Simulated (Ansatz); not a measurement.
# CuO (Tenorite) (Cc) in Ansatz: further runs

The runs below take CuO (Tenorite) through single point, equation of state, with LDA.

All numbers are computed with Ansatz 0.2.0; they aren't measurements. Logs are shortened: lines on timing, memory, paths and dates and some standing lists are left out, and cuts for length are marked.

## (1) The structure

The structure is monoclinic, space group Cc (No. 9). Conventional cell: a = 4.689 Å, b = 3.427 Å, c = 5.132 Å, α = 90.00°, β = 99.65°, γ = 90.00°. Cu (site symmetry 1) has 4 O at 1.91 to 2.02 Å as nearest neighbours. O (site symmetry 1) is surrounded by 4 Cu at 1.91 to 2.02 Å.

## (2) Single point, LDA, 9.55 Å³/atom (volume scaled by 0.94)

Input file input.yaml:

```yaml
crystal:
  lattice:
    - [2.2967865698, -1.6784228387, 0.0]
    - [2.2967865698, 1.6784228387, 0.0]
    - [-0.8429870921, 0.0, 4.9561536082]
  atoms:
    - { symbol: Cu, position: [0.4968, 0.0032, 0.5] }
    - { symbol: Cu, position: [0.0032, 0.4968, 0.0] }
    - { symbol: O, position: [0.4056, 0.5714, 0.7537] }
    - { symbol: O, position: [0.5714, 0.4056, 0.2537] }
kpoints:
  mp_grid: { grid: [10, 10, 5] }
scf:
  occupations: { method: fermi_dirac, width: 0.05 }
hamiltonian:
  xc: lda
  pseudopotentials: { kind: all_electron, lapw: { basis_error: 0.002 } }
output:
  forces: true
  stress: true
  eigenvalues: true
```

Potentials or basis: all-electron LAPW, scalar-relativistic.

Command:

```console
$ ansatz run input.yaml --threads 2 --pin off --max-ram 8192MiB --backend cpu --events-out ev --progress --plain --runs-dir out
```

The program printed:

```text
Warning: RAYON_NUM_THREADS=2 ignored (pool sized by the plan → 2); use --threads N
LAPW: plane waves up to 10.813 Å⁻¹, error target 2.0e-3 eV per atom; small_component_spin mean_spin; O in spheres of 0.834 Å, 8 of its electrons in bands, Dirac shells []; Cu in spheres of 1.035 Å, 19 of its electrons in bands, Dirac shells [] (how accurate: hamiltonian.pseudopotentials.lapw.basis_error, Limitations)
Engine: ansatz 0.2.0, x86_64-unknown-linux-gnu
Pseudopotentials: kind: all_electron
Pseudopotential: Cu, LAPW, valence charge 19, lapw/all_electron/scalar/gaussian/Cu, Koelling and Harmon's equation, gaussian nucleus
Pseudopotential: O, LAPW, valence charge 8, lapw/all_electron/scalar/gaussian/O, Koelling and Harmon's equation, gaussian nucleus
Functional definition: SPW92
  exchange = slater_x
  correlation = pw_c
Crystal: 4 atoms, lattice volume = 38.212 Å³
Basis set: ecut = 445.4384353378208 eV, 817 PW (Γ), exchange–correlation at level 2
Bands: 33, of which v1, the nominal top of the filled ones, is band 27 counted from 1 (26 counted from 0)
Symmetry: 2 space group operations
Space group: Cc (ITA 9), of the structure as read, at distance tolerance 3.4e-5 Å
k-points: 141 of 500 (time reversal used)
Non-local potential: Cu, projectors of the file, none
Non-local potential: O, projectors of the file, none
Initial density: superposition of atomic densities (chi_scale 0.1, normalization cell, long waves kept (reshape's long-wave potential 0.00 eV rms))
Initial wavefunctions: plane waves of lowest kinetic energy (no species holds an atomic orbital)
Functional: x = slater, c = lda
iter 1 solved again at ethr=2.19e-2 eV; its pass at ethr=1.00e-1 eV (dr2=1.18e1 eV) is discarded
SCF iter   1: F=—  HF=-94005.512054 eV  |F-HF|=—  |Δ(HF+E_count)|=         —  Δρ=1.70e-1  dr2=1.19e1  ethr=2.19e-2  ⟨swp⟩=2.0  Hψ=30393  notcnv=0
preconditioner: auto → Kerker (q_TF=auto, 2.890 Å⁻¹)  [metal: Δε(μ)=0.002 eV  Ē_g=12.328 eV  σ=0.050 eV  W_gap=0.01  n_scr=20 (ndim 8)  ℏωp=35.0 eV  f_vac=0.000  D(μ)=3.62/eV (n_scr^D=42)]
SCF iter   2: F=—  HF=-94005.634392 eV  |F-HF|=—  |Δ(HF+E_count)|=   1.22e-1  Δρ=8.84e-2  dr2=2.37e0  ethr=2.19e-2  ⟨swp⟩=2.9  Hψ=14255  notcnv=0
SCF iter   3: F=—  HF=-93999.798051 eV  |F-HF|=—  |Δ(HF+E_count)|=    5.84e0  Δρ=3.57e-2  dr2=6.15e-1  ethr=4.39e-3  ⟨swp⟩=3.0  Hψ=15296  notcnv=0
SCF iter   4: F=—  HF=-93999.610233 eV  |F-HF|=—  |Δ(HF+E_count)|=         —  Δρ=1.61e-2  dr2=1.31e-1  ethr=1.14e-3  ⟨swp⟩=2.0  Hψ=14241  notcnv=0
the basis was enlarged: its passes take 336.4 KiB over the memory plan, 2 of 2 planned eigensolver slots
iter 5 solved again at ethr=8.89e-6 eV; its pass at ethr=2.42e-4 eV (dr2=4.80e-3 eV) is discarded
SCF iter   5: F=—  HF=-93999.574542 eV  |F-HF|=—  |Δ(HF+E_count)|=   3.57e-2  Δρ=4.34e-3  dr2=4.80e-3  ethr=8.89e-6  ⟨swp⟩=2.0  Hψ=23772  notcnv=0
SCF iter   6: F=—  HF=-93999.571232 eV  |F-HF|=—  |Δ(HF+E_count)|=   3.31e-3  Δρ=1.39e-3  dr2=4.53e-4  ethr=8.88e-6  ⟨swp⟩=2.0  Hψ=13479  notcnv=0
SCF iter   7: F=—  HF=-93999.571119 eV  |F-HF|=—  |Δ(HF+E_count)|=   1.13e-4  Δρ=4.27e-4  dr2=8.62e-5  ethr=8.40e-7  ⟨swp⟩=2.0  Hψ=13479  notcnv=0
SCF iter   8: F=—  HF=-93999.571097 eV  |F-HF|=—  |Δ(HF+E_count)|=   2.20e-5  Δρ=1.31e-4  dr2=6.67e-6  ethr=1.60e-7  ⟨swp⟩=2.0  Hψ=13481  notcnv=0
SCF iter   9: F=—  HF=-93999.571095 eV  |F-HF|=—  |Δ(HF+E_count)|=   2.62e-6  Δρ=5.00e-5  dr2=1.04e-6  ethr=1.23e-8  ⟨swp⟩=2.0  Hψ=13479  notcnv=0
SCF iter  10: F=-93999.571094 eV  HF=-93999.571094 eV  |F-HF|=4.68e-8  |Δ(HF+E_count)|=   3.47e-7  Δρ=1.03e-5  dr2=3.49e-8  ethr=1.93e-9  ⟨swp⟩=2.0  Hψ=13479  notcnv=0
SCF 1 converged in 10 iterations: F = -93999.571094 eV  dr2 = 3.49e-8
SCF converged after 10 iterations
Free energy (F): -93999.571094 eV
Harris-Foulkes:  -93999.571094 eV  (|F-HF|=4.68e-8)
Internal energy: -93999.552851 eV  (E = F + TS)
E sigma→0 (E₀):  -93999.561972 eV
Entropy (-TS):   -0.018244 eV (-4.561 meV/atom)
Fermi energy:    12.953042 eV
--- Per-component energies (eV) ---
  E_band       = -2783.595607
  E_kinetic    = 95495.290108
  E_xc         = -3978.266120
  E_electrostatic = -185516.576838  (all electrons and nuclei)
  E_smearing   = -0.018244  (= −TS)
  E_closure    = 0.000000  (closes the sum)
  E_atoms      = -93976.276714  (free atoms, spherical and without spin; not in F)
  Σ components = -93999.571094   (vs F -93999.571094, Δ=0.00e0)
  Basis errors (estimates in eV, not in F): energy 8.5e-4 per atom: plane waves 7.9e-4 (4.7e-4 summed), levels above the bands 1.4e-110, relativity 1.0e-8, radial functions 6.1e-5, core shells 2.3e-8; eigenvalues (radial functions only) 1.4e-5; not estimated: angular momenta, meshes, grids; target (lapw.basis_error) 2.0e-3; muffin-tin radii O 0.834 Å, Cu 1.035 Å
--- Forces (eV/Å), atoms counted from 1 ---
  atom   1  Cu    -0.71974081    -0.40491023     0.28100059
  atom   2  Cu    -0.71974081     0.40491023     0.28100059
  atom   3  O      0.71974346    -0.31314898    -0.28099627
  atom   4  O      0.71974346     0.31314898    -0.28099627
  max |Σ_I F_I| component: 8.64e-6 eV/Å
--- Stress (GPa, compression-positive) ---
        1.874874      -0.000000      -2.094530
       -0.000000       3.213056      -0.000000
       -2.094530      -0.000000       1.670599
  P = ⅓ Tr σ = 2.2528 GPa (22.528 kbar)
--- Band table (eV; the first three rows and the last of 141) ---
  k-point 0: bands = ["-489.9566", "-489.9566", "-98.9961", "-98.9951", "-56.9658", "-56.9654", "-56.9381", "-56.9253", "-56.5578", "-56.5571", "-7.3254", "-5.7538", "4.0791", "6.8721", "7.2595", "9.2107", "9.3291", "9.4066", "9.5663", "9.9247", "10.0090", "10.1821", "10.4058", "10.5368", "10.6224", "11.1876", "13.1830", "13.9307", "14.8659", "18.9397", "21.3340", "26.3293", "28.7836"]
  k-point 1: bands = ["-489.9566", "-489.9566", "-98.9960", "-98.9952", "-56.9657", "-56.9654", "-56.9369", "-56.9266", "-56.5577", "-56.5572", "-7.2018", "-5.9401", "4.4968", "6.9644", "7.2844", "8.5609", "8.9671", "9.0573", "9.6879", "9.8444", "10.2027", "10.2544", "10.4744", "10.6842", "10.9445", "11.0736", "13.1326", "13.7672", "15.3948", "18.4768", "22.0963", "26.3647", "28.2529"]
  k-point 2: bands = ["-489.9566", "-489.9566", "-98.9958", "-98.9955", "-56.9656", "-56.9655", "-56.9337", "-56.9298", "-56.5576", "-56.5573", "-6.8578", "-6.3816", "5.6019", "6.9837", "7.2038", "7.4969", "8.5244", "8.5671", "9.8554", "9.9443", "10.2972", "10.3551", "10.4435", "10.6777", "11.2131", "11.3458", "13.0845", "13.3731", "16.4862", "17.5737", "23.7579", "25.6654", "27.2387"]
  k-point 140: bands = ["-489.9566", "-489.9566", "-98.9937", "-98.9935", "-56.9847", "-56.9830", "-56.9313", "-56.9289", "-56.5692", "-56.5680", "-5.6743", "-5.5627", "5.4874", "6.0324", "6.7443", "6.8337", "7.2974", "7.7046", "9.8072", "10.1384", "10.5216", "10.5481", "11.0566", "11.0711", "11.5007", "11.6219", "12.2369", "12.9260", "17.3835", "18.6112", "21.7260", "22.5099", "25.8627"]
```

Run time: 60 s. Hardware: 2 threads of Intel Xeon Platinum 8375C at 2.90GHz (Ice Lake), shared host; peak memory 0.76 GiB.

What came out:

```
Free energy            : -93999.5711 eV
Pressure               : 2.3 GPa
Largest force          : 0.872 eV/Å
Band gap on the k mesh : none (metal or under the smearing width)
```

Caveat: the run has no spin polarisation, though such a crystal can be magnetic; semilocal functionals often make such compounds metallic where correlation or magnetic order opens a gap, which also shifts bond lengths.

## (3) Single point, LDA, 9.76 Å³/atom (volume scaled by 0.96)

Edit input.yaml of step 2 so:

```diff
@@ -2,5 +2,5 @@
   lattice:
-    - [2.2967865698, -1.6784228387, 0.0]
-    - [2.2967865698, 1.6784228387, 0.0]
-    - [-0.8429870921, 0.0, 4.9561536082]
+    - [2.312961656, -1.6902431073, 0.0]
+    - [2.312961656, 1.6902431073, 0.0]
+    - [-0.8489238166, 0.0, 4.9910572484]
   atoms:
```

Potentials or basis: all-electron LAPW, scalar-relativistic.

Command:

```console
$ ansatz run input.yaml --threads 2 --pin off --max-ram 8192MiB --backend cpu --events-out ev --progress --plain --runs-dir out
```

Run time: 59 s. Hardware: 2 threads of Intel Xeon Platinum 8375C at 2.90GHz (Ice Lake), shared host; peak memory 0.73 GiB.

The run converged. Its results:

| Property | Result |
| --- | --- |
| Free energy | -93999.5712 eV |
| Pressure | -2.1 GPa |
| Largest force | 0.811 eV/Å |
| Band gap on the k mesh | none (metal or under the smearing width) |

Caveat: the run has no spin polarisation, though such a crystal can be magnetic; semilocal functionals often make such compounds metallic where correlation or magnetic order opens a gap, which also shifts bond lengths.

## (4) Single point, LDA, 9.96 Å³/atom (volume scaled by 0.98)

Edit input.yaml of step 3 so:

```diff
@@ -2,5 +2,5 @@
   lattice:
-    - [2.312961656, -1.6902431073, 0.0]
-    - [2.312961656, 1.6902431073, 0.0]
-    - [-0.8489238166, 0.0, 4.9910572484]
+    - [2.3289136198, -1.7019003246, 0.0]
+    - [2.3289136198, 1.7019003246, 0.0]
+    - [-0.8547786486, 0.0, 5.0254794206]
   atoms:
```

Command:

```console
$ ansatz run input.yaml --threads 2 --pin off --max-ram 8192MiB --backend cpu --events-out ev --progress --plain --runs-dir out
```

Wall time 58 s (2 threads of Intel Xeon Platinum 8375C at 2.90GHz (Ice Lake), shared host); peak memory 0.76 GiB.

Results (log left out):

```
Free energy            : -93999.5505 eV
Pressure               : -6.0 GPa
Largest force          : 0.797 eV/Å
Band gap on the k mesh : none (metal or under the smearing width)
```

Caveat: the run has no spin polarisation, though such a crystal can be magnetic; semilocal functionals often make such compounds metallic where correlation or magnetic order opens a gap, which also shifts bond lengths.

## (5) Single point, LDA, 10.16 Å³/atom

Edit input.yaml of step 4 so:

```diff
@@ -2,5 +2,5 @@
   lattice:
-    - [2.3289136198, -1.7019003246, 0.0]
-    - [2.3289136198, 1.7019003246, 0.0]
-    - [-0.8547786486, 0.0, 5.0254794206]
+    - [2.34465, -1.7134, 0.0]
+    - [2.34465, 1.7134, 0.0]
+    - [-0.8605543552, 0.0, 5.0594363927]
   atoms:
```

Command:

```console
$ ansatz run input.yaml --threads 2 --pin off --max-ram 8192MiB --backend cpu --events-out ev --progress --plain --runs-dir out
```

Wall time 62 s (2 threads of Intel Xeon Platinum 8375C at 2.90GHz (Ice Lake), shared host); peak memory 0.75 GiB.

The run converged. Its results:

* Free energy: -93999.5112 eV
* Pressure: -9.4 GPa
* Largest force: 0.792 eV/Å
* Band gap on the k mesh: none (metal or under the smearing width)

Caveat: the run has no spin polarisation, though such a crystal can be magnetic; semilocal functionals often make such compounds metallic where correlation or magnetic order opens a gap, which also shifts bond lengths.

## (6) Single point, LDA, 10.37 Å³/atom (volume scaled by 1.02)

Edit input.yaml of step 5 so:

```diff
@@ -2,5 +2,5 @@
   lattice:
-    - [2.34465, -1.7134, 0.0]
-    - [2.34465, 1.7134, 0.0]
-    - [-0.8605543552, 0.0, 5.0594363927]
+    - [2.360177936, -1.7247473506, 0.0]
+    - [2.360177936, 1.7247473506, 0.0]
+    - [-0.8662535568, 0.0, 5.0929435705]
   atoms:
```

Potentials or basis: all-electron LAPW, scalar-relativistic.

Command:

```console
$ ansatz run input.yaml --threads 2 --pin off --max-ram 8192MiB --backend cpu --events-out ev --progress --plain --runs-dir out
```

Wall time 61 s (2 threads of Intel Xeon Platinum 8375C at 2.90GHz (Ice Lake), shared host); peak memory 0.76 GiB.

Results (log left out):

* Free energy: -93999.4555 eV
* Pressure: -12.5 GPa
* Largest force: 0.793 eV/Å
* Band gap on the k mesh: none (metal or under the smearing width)

Caveat: the run has no spin polarisation, though such a crystal can be magnetic; semilocal functionals often make such compounds metallic where correlation or magnetic order opens a gap, which also shifts bond lengths.

## (7) Single point, LDA, 10.57 Å³/atom (volume scaled by 1.04)

Edit input.yaml of step 6 so:

```diff
@@ -2,5 +2,5 @@
   lattice:
-    - [2.360177936, -1.7247473506, 0.0]
-    - [2.360177936, 1.7247473506, 0.0]
-    - [-0.8662535568, 0.0, 5.0929435705]
+    - [2.3755041962, -1.7359473225, 0.0]
+    - [2.3755041962, 1.7359473225, 0.0]
+    - [-0.8718787375, 0.0, 5.1260155593]
   atoms:
```

Command:

```console
$ ansatz run input.yaml --threads 2 --pin off --max-ram 8192MiB --backend cpu --events-out ev --progress --plain --runs-dir out
```

Run time: 62 s. Hardware: 2 threads of Intel Xeon Platinum 8375C at 2.90GHz (Ice Lake), shared host; peak memory 0.75 GiB.

Results (log left out):

* Free energy: -93999.3852 eV
* Pressure: -15.2 GPa
* Largest force: 0.799 eV/Å
* Band gap on the k mesh: none (metal or under the smearing width)

Caveat: the run has no spin polarisation, though such a crystal can be magnetic; semilocal functionals often make such compounds metallic where correlation or magnetic order opens a gap, which also shifts bond lengths.

## (8) Single point, LDA, 10.77 Å³/atom (volume scaled by 1.06)

Edit input.yaml of step 7 so:

```diff
@@ -2,5 +2,5 @@
   lattice:
-    - [2.3755041962, -1.7359473225, 0.0]
-    - [2.3755041962, 1.7359473225, 0.0]
-    - [-0.8718787375, 0.0, 5.1260155593]
+    - [2.3906352041, -1.7470046099, 0.0]
+    - [2.3906352041, 1.7470046099, 0.0]
+    - [-0.877432255, 0.0, 5.1586662202]
   atoms:
```

Command:

```console
$ ansatz run input.yaml --threads 2 --pin off --max-ram 8192MiB --backend cpu --events-out ev --progress --plain --runs-dir out
```

It took 68 s on 2 threads of Intel Xeon Platinum 8375C at 2.90GHz (Ice Lake), shared host; peak memory 0.76 GiB.

Results (log left out):

| Property | Result |
| --- | --- |
| Free energy | -93999.3019 eV |
| Pressure | -17.6 GPa |
| Largest force | 0.809 eV/Å |
| Band gap on the k mesh | none (metal or under the smearing width) |

Caveat: the run has no spin polarisation, though such a crystal can be magnetic; semilocal functionals often make such compounds metallic where correlation or magnetic order opens a gap, which also shifts bond lengths.

## (9) Equation of state, LDA

Potentials or basis: all-electron LAPW, scalar-relativistic.

No new run: the results of the series are fitted here.

What came out:

- Equilibrium volume: 9.65 Å³/atom
- Bulk modulus at fixed shape and positions: 207 GPa
- Pressure derivative of the bulk modulus: 4.7

Energy against volume, from the lowest point:
| volume (Å³/atom) | energy (meV/atom) |
| --- | --- |
| 9.553 | 0.03 |
| 9.756 | 0.00 |
| 9.959 | 5.19 |
| 10.163 | 15.01 |
| 10.366 | 28.94 |
| 10.569 | 46.52 |
| 10.772 | 67.32 |

Caveat: the cell was scaled at fixed shape and fractional positions, which overstates the stiffness of a crystal with free parameters, most of all of layers and chains; the run has no spin polarisation, though such a crystal can be magnetic.
